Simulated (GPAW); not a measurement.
The system is W.

```
CELL_PARAMETERS angstrom
-1.58234 1.58234 1.58234
1.58234 -1.58234 1.58234
1.58234 1.58234 -1.58234
ATOMIC_POSITIONS crystal
W 0.00000 0.00000 0.00000
```

Base run:

* Program: GPAW 26.7.0
* Functional: RPBE
* Potentials or basis: the program's PAW data sets (release 1.2.1) made for this functional
* Cutoff: 600 eV
* Basis: pw
* k mesh: 12 × 12 × 12
* Occupations: fermi-dirac, width 0.05 eV
* Spin: no spin polarisation

Its results: pressure 9.9 GPa.

Task: After a change of settings the same cell gave: pressure -3.3 GPa. Which change was it?
A. functional from RPBE to PBEsol; potentials or basis from the program's PAW data sets (release 1.2.1) made for this functional to PAW data sets generated in the run's folder for this functional
B. functional from RPBE to LDA; band points from 100 to 60
C. functional from RPBE to revPBE

Result: A.
